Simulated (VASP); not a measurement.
# PtSe2 in VASP: a series of runs, part 3 of 3

VASP 6.6.1.

### Step 6. Band structure, LDA

INCAR reads:

```
  PREC = Accurate
  ENCUT = 520
  EDIFF = 1E-7
  ISMEAR = 0
  SIGMA = 0.03
  LREAL = False
  LASPH = True
  NELM = 80
  ALGO = Normal
  ISIF = 2
  LWAVE = False
  LCHARG = False
  LMAXMIX = 4
  LDIPOL = True
  IDIPOL = 3
  DIPOL = 0.5 0.5 0.500
  GGA = CA
  NBANDS = 18
  LVHAR = True
  LVACPOTAV = True
```

KPOINTS reads:

```
Automatic mesh
0
Gamma
  9 9 1
```

POSCAR reads:

```
PtSe2                                   
1.0
    3.7058339876      0.0000000000      0.0000000000
   -1.8529169937      3.2093463719      0.0000000000
    0.0000000000      0.0000000000     20.5310000000
  Se              Pt            
     2     1
Direct
     0.6666666699999979    0.3333333300000021    0.4354483201572717
     0.3333333300000021    0.6666666699999979    0.5645516798427282
     0.0000000000000000    1.0000000000000000    0.5000000000000000
```

KPOINTS_OPT reads:

```
explicit points
67
Reciprocal
 0.0000000000  0.0000000000  0.0000000000 1
 0.0357142900  0.0000000000  0.0000000000 1
 0.0714285700  0.0000000000  0.0000000000 1
 0.1071428600  0.0000000000  0.0000000000 1
 0.1428571400  0.0000000000  0.0000000000 1
 0.1785714300  0.0000000000  0.0000000000 1
 0.2142857100  0.0000000000  0.0000000000 1
 0.2500000000  0.0000000000  0.0000000000 1
 0.2857142900  0.0000000000  0.0000000000 1
 0.3214285700  0.0000000000  0.0000000000 1
 0.3571428600  0.0000000000  0.0000000000 1
 0.3928571400  0.0000000000  0.0000000000 1
 0.4285714300  0.0000000000  0.0000000000 1
 0.4642857100  0.0000000000  0.0000000000 1
 0.5000000000  0.0000000000  0.0000000000 1
 0.4791666700  0.0416666700  0.0000000000 1
 0.4583333300  0.0833333300  0.0000000000 1
 0.4375000000  0.1250000000  0.0000000000 1
 0.4166666700  0.1666666700  0.0000000000 1
 0.3958333300  0.2083333300  0.0000000000 1
 0.3750000000  0.2500000000  0.0000000000 1
 0.3541666700  0.2916666700  0.0000000000 1
 0.3333333300  0.3333333300  0.0000000000 1
 0.3137254900  0.3137254900  0.0000000000 1
 0.2941176500  0.2941176500  0.0000000000 1
 0.2745098000  0.2745098000  0.0000000000 1
 0.2549019600  0.2549019600  0.0000000000 1
 0.2352941200  0.2352941200  0.0000000000 1
 0.2156862700  0.2156862700  0.0000000000 1
 0.1960784300  0.1960784300  0.0000000000 1
 0.1764705900  0.1764705900  0.0000000000 1
 0.1568627500  0.1568627500  0.0000000000 1
 0.1372549000  0.1372549000  0.0000000000 1
 0.1176470600  0.1176470600  0.0000000000 1
 0.0980392200  0.0980392200  0.0000000000 1
 0.0784313700  0.0784313700  0.0000000000 1
 0.0588235300  0.0588235300  0.0000000000 1
 0.0392156900  0.0392156900  0.0000000000 1
 0.0196078400  0.0196078400  0.0000000000 1
 0.0000000000  0.0000000000  0.0000000000 1
 0.0000000000  0.0000000000  0.0000000000 1
 0.0071123200 -0.0035561600  0.0000000000 1
-0.0071123200  0.0035561600  0.0000000000 1
 0.0207442600 -0.0103721300  0.0000000000 1
-0.0207442600  0.0103721300  0.0000000000 1
 0.0000000000  0.0061594500  0.0000000000 1
-0.0000000000 -0.0061594500  0.0000000000 1
 0.0000000000  0.0179650500  0.0000000000 1
-0.0000000000 -0.0179650500  0.0000000000 1
 0.5000000000  0.0000000000  0.0000000000 1
 0.5071123200 -0.0035561600  0.0000000000 1
 0.4928876800  0.0035561600  0.0000000000 1
 0.5207442600 -0.0103721300  0.0000000000 1
 0.4792557400  0.0103721300  0.0000000000 1
 0.5000000000  0.0061594500  0.0000000000 1
 0.5000000000 -0.0061594500  0.0000000000 1
 0.5000000000  0.0179650500  0.0000000000 1
 0.5000000000 -0.0179650500  0.0000000000 1
 0.3333333300  0.3333333300  0.0000000000 1
 0.3404456500  0.3297771700  0.0000000000 1
 0.3262210100  0.3368894900  0.0000000000 1
 0.3540775900  0.3229612000  0.0000000000 1
 0.3125890700  0.3437054600  0.0000000000 1
 0.3333333300  0.3394927800  0.0000000000 1
 0.3333333300  0.3271738800  0.0000000000 1
 0.3333333300  0.3512983800  0.0000000000 1
 0.3333333300  0.3153682800  0.0000000000 1
```

Potentials or basis: VASP PAW LDA potentials, release 64 (Se, Pt).

Command:

```
$ cat potpaw_LDA.64/Se/POTCAR potpaw_LDA.64/Pt/POTCAR > POTCAR
$ mpirun -np 1 vasp_std > vasp.out
```

OUTCAR:

```text
PREC = Accurate
   ENCUT = 520
   EDIFF = 1E-7
   ISMEAR = 0
   LREAL = False
   LASPH = True
   NELM = 80
   ISIF = 2
   GGA = CA

 ion  position               nearest neighbor table
   1  0.667  0.333  0.435-   3 2.52   3 2.52   3 2.52
   2  0.333  0.667  0.565-   3 2.52   3 2.52   3 2.52
   3  0.000  0.000  0.500-   1 2.52   2 2.52   2 2.52   1 2.52   1 2.52   2 2.52

  LATTYP: Found a hexagonal cell.
 ALAT       =     3.7058339876
 C/A-ratio  =     5.5401834159

  Lattice vectors:

 A1 = (   3.7058339876,   0.0000000000,   0.0000000000)
 A2 = (  -1.8529169937,   3.2093463719,   0.0000000000)
[... 432 lines left out ...]
  --------------------------------------------------------------------------------------
  -------------------------------------------------------------------------------------
  Total       -1.8278751     -1.8278751     -1.5805675     -0.0000000      0.0000000      0.0000000
  in kB      -11.9934585    -11.9934584    -10.3707696     -0.0000000      0.0000000      0.0000000
  external PRESSURE =     -11.4525622 kB  Pullay stress =       0.0000000 kB

 VOLUME and BASIS-vectors are now :
 -----------------------------------------------------------------------------
  energy-cutoff  :      520.00
  volume of cell :      244.18
      direct lattice vectors                 reciprocal lattice vectors
     3.705833988  0.000000000  0.000000000     0.269844792  0.155794963  0.000000000
    -1.852916994  3.209346372  0.000000000     0.000000000  0.311589926  0.000000000
     0.000000000  0.000000000 20.531000000     0.000000000  0.000000000  0.048706834

 POSITION                                       TOTAL-FORCE (eV/Angst)
 -----------------------------------------------------------------------------------
      1.85292      1.06978      8.94019        -0.000000     -0.000000      0.590870
     -0.00000      2.13956     11.59081         0.000000      0.000000     -0.590870
      0.00000      0.00000     10.26550         0.000000      0.000000      0.000000
 -----------------------------------------------------------------------------------
    total drift:                               -0.000000     -0.000000     -0.000000

  FREE ENERGIE OF THE ION-ELECTRON SYSTEM (eV)
  ---------------------------------------------------
  free  energy   TOTEN  =       -16.7758208242 eV

  energy  without entropy=      -16.7758208242  energy(sigma->0) =      -16.77582082

 vacuum level on the upper side and lower side of the slab         2.827         2.827
```

OSZICAR:

```text
N       E                     dE             d eps       ncg     rms          rms(c)
DAV:   1     0.158021482744E+03    0.15802E+03   -0.74860E+03   432   0.897E+02
DAV:   2    -0.212070474114E+01   -0.16014E+03   -0.15207E+03   618   0.169E+02
DAV:   3    -0.174109599770E+02   -0.15290E+02   -0.15175E+02   548   0.617E+01
DAV:   4    -0.176822415500E+02   -0.27128E+00   -0.27084E+00   558   0.921E+00
DAV:   5    -0.176868594783E+02   -0.46179E-02   -0.46169E-02   526   0.114E+00    0.127E+01
DAV:   6    -0.170047013639E+02    0.68216E+00   -0.44116E+00   466   0.185E+01    0.695E+00
DAV:   7    -0.168328469515E+02    0.17185E+00   -0.11817E+00   458   0.102E+01    0.316E+00
DAV:   8    -0.167779856881E+02    0.54861E-01   -0.96543E-02   564   0.284E+00    0.645E-01
DAV:   9    -0.167756429917E+02    0.23427E-02   -0.19024E-02   566   0.107E+00    0.236E-01
DAV:  10    -0.167755618881E+02    0.81104E-04   -0.19033E-03   544   0.365E-01    0.800E-02
[... 57 further cycles ...]
DAV:   9    -0.209061258043E+04   -0.33515E-08      372
       N       E                     dE             ncg
DAV:   1     0.380399358025E+04   -0.52014E+04      252
DAV:   2     0.254972039377E+04   -0.12543E+04      366
DAV:   3     0.245504510840E+04   -0.94675E+02      296
DAV:   4     0.245347597974E+04   -0.15691E+01      342
DAV:   5     0.245344910342E+04   -0.26876E-01      368
DAV:   6     0.245344861688E+04   -0.48654E-03      392
DAV:   7     0.245344860052E+04   -0.16358E-04      352
DAV:   8     0.245344859957E+04   -0.95703E-06      344
DAV:   9     0.245344859954E+04   -0.26350E-07      280
```

Wall time 3.4 min (1 thread of Intel Xeon Platinum 8375C at 2.90GHz (Ice Lake), shared host); peak memory 0.32 GiB.

Results:

```
Free energy                            : -16.7758 eV
Largest force                          : 0.591 eV/Å
Band gap on the k mesh                 : 1.28 eV, indirect (least direct gap 1.50 eV)
Band gap along the path                : 1.28 eV, indirect (least direct gap 1.48 eV)
Ionisation potential of the upper face : 5.90 eV
```

Forces on the atoms (eV/Å):
```
Se   0.000  0.000  0.591
Se   0.000  0.000 -0.591
Pt   0.000  0.000  0.000
```

Caveat: spin-orbit coupling is left out, which moves the levels of the heavy elements.

### Step 7. Overview

```csv
task,level,potentials or basis,spin,cutoff (eV),by perturbation theory,dipole correction,gap on the mesh (eV),largest force (eV/Å)
phonons,PBE+D3(BJ),"VASP PAW PBE potentials, release 64 (Se, Pt)",off,600,no,-,-,-
band structure,PBE+D3(BJ),"VASP PAW PBE potentials, release 64 (Se, Pt)",off,520,-,yes,1.35,-
band structure,PBE+D3(BJ),"VASP PAW PBE potentials, release 64 (Se, Pt)","SOC, no magnetisation",520,-,yes,-,0.03
band structure,r2SCAN,"VASP PAW PBE potentials, release 64 (Se, Pt)",off,520,-,yes,1.57,0.10
band structure,LDA,"VASP PAW LDA potentials, release 64 (Se, Pt)",off,520,-,yes,1.28,0.59
```

Alike in all rows: cell as given; k mesh 9 × 9 × 1; smearing gaussian 0.03 eV.

Caveats: spin-orbit coupling is left out, which moves the levels of the heavy elements (some runs); the PAW data sets were made with another functional, which shifts forces and pressure a little (some runs).

Absolute energies hang on the potentials; compare differences alone.
